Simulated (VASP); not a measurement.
# Li (Im-3m) in VASP: settings compared

One crystal, Li, is run at these levels: AM05, PBE; tasks: relaxation of the atoms, single point.

Program: VASP 6.6.1. These are calculated values, not measurements. Logs are shortened: lines on timing, memory, paths and dates and some standing lists are left out, and cuts for length are marked.

### 1 The structure

The structure is cubic, space group Im-3m (No. 229). Conventional cell: a = 3.509 Å, b = 3.509 Å, c = 3.509 Å, α = 90.00°, β = 90.00°, γ = 90.00°. Li (site symmetry m-3m) is surrounded by 8 Li at 3.04 Å.

### 2 Relaxation of the atoms, AM05, spin-orbit coupling, no magnetisation (cell strained at random at fixed volume)

INCAR

```
SYSTEM = Li
PREC = Accurate ; ENCUT = 520
EDIFF = 1E-6 ; ISMEAR = -1
SIGMA = 0.02 ; LREAL = .FALSE.
LASPH = .TRUE. ; NELM = 100
ALGO = Normal ; ISIF = 2
LWAVE = .FALSE. ; LCHARG = .FALSE.
MAGMOM = 0 0 0 ; LORBIT = 11
LSORBIT = .TRUE. ; GGA_COMPAT = .FALSE.
GGA = AM ; IBRION = 2
NSW = 40 ; EDIFFG = -0.01
```

KPOINTS

```
regular mesh
0
G
  8 8 8
  0 0 0
```

POSCAR

```
Li
3.0093
   -0.584597082378      0.569183198751      0.578165021766
    0.583740072442     -0.582145681720      0.590269830193
    0.589891669159      0.587439936198     -0.591127172432
Li
1
Direct
    0.0000000000      0.0000000000      0.0000000000
```

Potentials or basis: VASP PAW PBE potentials, release 64 (Li_sv).

On the command line:

```console
> cat potpaw_PBE.64/Li_sv/POTCAR > POTCAR
> mpirun -np 1 vasp_ncl > vasp.out
```

OUTCAR:

```text
SYSTEM = Li
   PREC = Accurate
   ENCUT = 520
   EDIFF = 1E-6
   ISMEAR = -1
   LREAL = .FALSE.
   LASPH = .TRUE.
   NELM = 100
   ISIF = 2
   LORBIT = 11
   LSORBIT = .TRUE.
   GGA = AM
   IBRION = 2
   NSW = 40
   EDIFFG = -0.01

 ion  position               nearest neighbor table
   1  0.000  0.000  0.000-

  LATTYP: Found a triclinic cell.
 ALAT       =     5.8232919411
 B/A-ratio  =     0.6065034885
 C/A-ratio  =     0.6038488796
 COS(alpha) =     0.0015139071
 COS(beta)  =     0.2966364607
 COS(gamma) =     0.9074937294

  Lattice vectors:

 A1 = (  -5.2910380000,   1.6969110000,   1.7424520000)
 A2 = (  -3.5318100000,  -0.0159320000,   0.0025800000)
 A3 = (  -0.0025790000,  -0.0390080000,   3.5161710000)

Analysis of symmetry for initial positions (statically):
=====================================================================
 Subroutine PRICEL returns:
 Original cell was already a primitive cell.

 Routine SETGRP: Setting up the symmetry group for a
 triclinic supercell.

 Subroutine GETGRP returns: Found  2 space group operations
 (whereof  2 operations were pure point group operations)
 out of a pool of  2 trial point group operations.

The static configuration has the point symmetry S_2 .

Analysis of symmetry for dynamics (positions and initial velocities):
=====================================================================
 Subroutine PRICEL returns:
 Original cell was already a primitive cell.

 Routine SETGRP: Setting up the symmetry group for a
 triclinic supercell.

 Subroutine GETGRP returns: Found  2 space group operations
 (whereof  2 operations were pure point group operations)
 out of a pool of  2 trial point group operations.

The dynamic configuration has the point symmetry S_2 .

Analysis of structural, dynamic, and magnetic symmetry:
=====================================================================
 Subroutine PRICEL returns:
 Original cell was already a primitive cell.

 Routine SETGRP: Setting up the symmetry group for a
 triclinic supercell.

 Subroutine GETGRP returns: Found  2 space group operations
 (whereof  2 operations were pure point group operations)
 out of a pool of  2 trial point group operations.

The overall configuration has the point symmetry S_2 .

 Subroutine INISYM returns: Found  2 space group operations
 (whereof  2 operations are pure point group operations),
 and found     1 'primitive' translations

----------------------------------------------------------------------------------------

                                     Primitive cell

  volume of cell :      21.6088

  direct lattice vectors                    reciprocal lattice vectors
    -1.759228000  1.712843000  1.739872000    -0.001100486  0.290533033  0.287622608
     1.756649000 -1.751851000  1.776299000     0.283340323  0.001892782  0.284629095
     1.775161000  1.767783000 -1.778879000     0.281853026  0.286052304  0.003380162

  length of vectors
     3.009297073  3.051235123  3.072566323     0.408824436  0.401620521  0.401594913

  position of ions in fractional coordinates (direct lattice)
     0.000000000  0.000000000  0.000000000

  ion indices of the primitive-cell ions
   primitive index   ion index
                 1           1

----------------------------------------------------------------------------------------
[... 103 lines left out ...]
  volume of cell :       21.61
 maximum number of plane-waves:      1188
 NGX is ok and might be reduce to    24
   NGX = 11   NGY = 11   NGZ = 11

 number of electron       3.0000000 magnetization       0.0000000      0.0000000      0.0000000

 number of electron       2.9999993 magnetization       0.0000706      0.0000252     -0.0000234

 Free energy of the ion-electron system (eV)
  ---------------------------------------------------
  ext. energy  EPLUGINS =         0.00000000
  ---------------------------------------------------
  free energy    TOTEN  =        -1.89820019 eV

  energy without entropy =       -1.89641387  energy(sigma->0) =       -1.89730703

 E-fermi :   0.5324     XC(G=0):  -6.8077

 val. band max:        0.5303966223   @ k =   0.0000   0.3750   0.5000
 cond. band min:       0.5324347695   @ k =   0.3750   0.0000   0.5000
 fundamental gap:      0.0020381472
 Fermi energy:         0.5323632967

 k-point     1 :       0.0000    0.0000    0.0000
  band No.  band energies     occupation
      1     -45.2987      1.00000
      2     -45.2986      1.00000
      3      -2.9777      1.00000
      4      -2.9776      1.00000
      5      14.2656      0.00000
      6      14.2657      0.00000
      7      14.4244      0.00000
      8      14.4245      0.00000
      9      14.6414      0.00000
     10      14.6415      0.00000
[... 287 lines left out ...]
 k-point    24 :       0.2500    0.3750    0.0000
  band No.  band energies     occupation
      1     -45.2801      1.00000
      2     -45.2801      1.00000
      3       1.8699      0.00000
      4       1.8701      0.00000
      5       3.4910      0.00000
      6       3.4912      0.00000
      7       6.9451      0.00000
      8       6.9453      0.00000
      9      10.4244      0.00000
     10      10.4246      0.00000

 [... further k-points ...]

------------------------ aborting loop because EDIFF is reached ----------------------------------------

 total charge

# of ion       s       p       d       tot
------------------------------------------
    1        2.030   0.048   0.000   2.077

 magnetization (x)

# of ion       s       p       d       tot
------------------------------------------
    1        0.000   0.000   0.000   0.000

 magnetization (y)

# of ion       s       p       d       tot
------------------------------------------
    1        0.000   0.000   0.000   0.000

 magnetization (z)

# of ion       s       p       d       tot
------------------------------------------
    1       -0.000  -0.000   0.000  -0.000

  FORCE on cell =-STRESS in cart. coord.  units (eV):
  Direction    XX          YY          ZZ          XY          YZ          ZX
  --------------------------------------------------------------------------------------
  -------------------------------------------------------------------------------------
  Total       -0.0944002     -0.0795418     -0.0613106      0.0099450     -0.0227085     -0.0078686
  in kB       -6.9992596     -5.8975899     -4.5458434      0.7373644     -1.6837102     -0.5834137
  external PRESSURE =      -5.8142310 kB  Pullay stress =       0.0000000 kB

 VOLUME and BASIS-vectors are now :
 -----------------------------------------------------------------------------
  energy-cutoff  :      520.00
  volume of cell :       21.61
      direct lattice vectors                 reciprocal lattice vectors
    -1.759228000  1.712843000  1.739872000    -0.001100486  0.290533033  0.287622608
     1.756649000 -1.751851000  1.776299000     0.283340323  0.001892782  0.284629095
     1.775161000  1.767783000 -1.778879000     0.281853026  0.286052304  0.003380162

  length of vectors
     3.009297073  3.051235123  3.072566323     0.408824436  0.401620521  0.401594913

 FORCES acting on ions
    electron-ion (+dipol)            ewald-force                    non-local-force                 convergence-correction
 -----------------------------------------------------------------------------------------------
   -.407E-15 0.411E-14 -.193E-14   -.243E-16 0.318E-15 -.144E-15   0.000E+00 0.000E+00 0.424E-21   0.151E-14 0.298E-15 0.423E-15
 -----------------------------------------------------------------------------------------------
   -.407E-15 0.411E-14 -.193E-14   -.243E-16 0.318E-15 -.144E-15   0.000E+00 0.000E+00 0.424E-21   0.151E-14 0.298E-15 0.423E-15

 POSITION                                       TOTAL-FORCE (eV/Angst)
 -----------------------------------------------------------------------------------
      0.00000      0.00000      0.00000         0.000000      0.000000      0.000000
 -----------------------------------------------------------------------------------
    total drift:                                0.000000      0.000000     -0.000000

--------------------------------------------------------------------------------------------------------

  FREE ENERGIE OF THE ION-ELECTRON SYSTEM (eV)
  ---------------------------------------------------
  free  energy   TOTEN  =        -1.8982001906 eV

  energy  without entropy=       -1.8964138697  energy(sigma->0) =       -1.89730703

--------------------------------------------------------------------------------------------------------

--------------------------------------------------------------------------------------------------------

--------------------------------------------------------------------------------------------------------

 reached required accuracy - stopping structural energy minimisation

 Spin-Orbit-Coupling matrix elements

 Ion:    1  E_soc:     -0.0000001
 l=   1
     0.0000000    -0.0000000    -0.0000000
    -0.0000000     0.0000000    -0.0000000
    -0.0000000    -0.0000000     0.0000000
 l=   2
     0.0000000     0.0000000     0.0000000     0.0000000     0.0000000
     0.0000000     0.0000000     0.0000000     0.0000000     0.0000000
     0.0000000     0.0000000     0.0000000     0.0000000     0.0000000
     0.0000000     0.0000000     0.0000000     0.0000000     0.0000000
     0.0000000     0.0000000     0.0000000     0.0000000     0.0000000
 l=   3
     0.0000000     0.0000000     0.0000000     0.0000000     0.0000000     0.0000000     0.0000000
     0.0000000     0.0000000     0.0000000     0.0000000     0.0000000     0.0000000     0.0000000
     0.0000000     0.0000000     0.0000000     0.0000000     0.0000000     0.0000000     0.0000000
     0.0000000     0.0000000     0.0000000     0.0000000     0.0000000     0.0000000     0.0000000
     0.0000000     0.0000000     0.0000000     0.0000000     0.0000000     0.0000000     0.0000000
     0.0000000     0.0000000     0.0000000     0.0000000     0.0000000     0.0000000     0.0000000
     0.0000000     0.0000000     0.0000000     0.0000000     0.0000000     0.0000000     0.0000000

 total charge

# of ion       s       p       d       tot
------------------------------------------
    1        2.030   0.048   0.000   2.077

 magnetization (x)

# of ion       s       p       d       tot
------------------------------------------
    1        0.000   0.000   0.000   0.000

 magnetization (y)

# of ion       s       p       d       tot
------------------------------------------
    1        0.000   0.000   0.000   0.000

 magnetization (z)

# of ion       s       p       d       tot
------------------------------------------
    1       -0.000  -0.000   0.000  -0.000

=======================================================================
```

Wall time 67 s (1 thread of Intel Xeon Platinum 8488C (Sapphire Rapids), shared host); peak memory 0.23 GiB.

Results:

| Quantity | Value |
| --- | --- |
| Free energy | -1.8982 eV |
| Valence electrons inside the program's atomic spheres | Li 2.08 |

Final structure:
```cif
data_structure
_symmetry_space_group_name_H-M 'P 1'
_symmetry_Int_Tables_number 1
_cell_length_a 3.0093
_cell_length_b 3.0512
_cell_length_c 3.0726
_cell_angle_alpha 109.558
_cell_angle_beta 110.182
_cell_angle_gamma 109.073
_cell_volume 21.61
loop_
_atom_site_label
_atom_site_type_symbol
_atom_site_fract_x
_atom_site_fract_y
_atom_site_fract_z
_atom_site_occupancy
Li1 Li 0.00000 0.00000 0.00000 1
```

Caveat: the cutoff is under 1.25 times the usual one of these potentials, so pressure, stress and relaxed cells hold a basis-set (Pulay) error; the relaxation stopped at its first step, so nothing moved; the PAW data sets were made with another functional, which shifts forces and pressure a little.

### 3 Single point, PBE

INCAR

```
  PREC = Accurate
  ENCUT = 520
  EDIFF = 1E-6
  ISMEAR = 0
  SIGMA = 0.02
  LREAL = False
  LASPH = True
  NELM = 100
  ALGO = Normal
  ISIF = 2
  LWAVE = False
  LCHARG = False
  GGA = PE
```

KPOINTS

```
Automatic mesh
0
Gamma
  11 11 11
```

POSCAR

```
Li
1.0
   -1.7546500000      1.7546500000      1.7546500000
    1.7546500000     -1.7546500000      1.7546500000
    1.7546500000      1.7546500000     -1.7546500000
Li
1
Direct
    0.0000000000      0.0000000000      0.0000000000
```

Potentials or basis: VASP PAW PBE potentials, release 54 (Li_sv).

On the command line:

```console
> cat potpaw_PBE.54/Li_sv/POTCAR > POTCAR
> mpirun -np 1 vasp_std > vasp.out
```

Wall time 3.1 s (1 thread of Intel Xeon Platinum 8488C (Sapphire Rapids), shared host); peak memory 0.12 GiB.

The run converged. Its results:

```
Free energy            : -1.9041 eV
Band gap on the k mesh : none (metal or under the smearing width)
```

Levels at points of the mesh, in eV from the Fermi level:
| k point | band 1 | band 2 | band 3 | band 4 |
| --- | --- | --- | --- | --- |
| (0.00, 0.00, 0.00) | -46.63 | -3.47 | 13.96 | 13.96 |

Caveat: the cutoff is under 1.25 times the usual one of these potentials, so pressure, stress and relaxed cells hold a basis-set (Pulay) error.

### 4 For comparison

An earlier run on the cell as given: functional PBE; potentials or basis VASP PAW PBE potentials, release 64 (Li_sv); cutoff 520 eV; k mesh 11 × 11 × 11; occupations fermi-dirac, width 0.05 eV; no spin polarisation.

- Band gap on the k mesh: none (metal or under the smearing width)

### 5 Overview

```tsv
task	level	potentials or basis	spin	cell	k mesh	smearing	gap on the mesh (eV)
relaxation of the atoms	AM05	VASP PAW PBE potentials, release 64 (Li_sv)	SOC, no magnetisation	atoms relaxed from: cell strained at random at fixed volume	8 × 8 × 8	fermi-dirac 0.02 eV	-
single point	PBE	VASP PAW PBE potentials, release 54 (Li_sv)	off	as given	11 × 11 × 11	gaussian 0.02 eV	none
single point	PBE	VASP PAW PBE potentials, release 64 (Li_sv)	off	as given	11 × 11 × 11	fermi-dirac 0.05 eV	none
```

Alike in all rows: cutoff (eV) 520.

Caveats: the cutoff is under 1.25 times the usual one of these potentials, so pressure, stress and relaxed cells hold a basis-set (Pulay) error; the relaxation stopped at its first step, so nothing moved (some runs); the PAW data sets were made with another functional, which shifts forces and pressure a little (some runs).

Absolute energies hang on the potentials; compare differences alone.
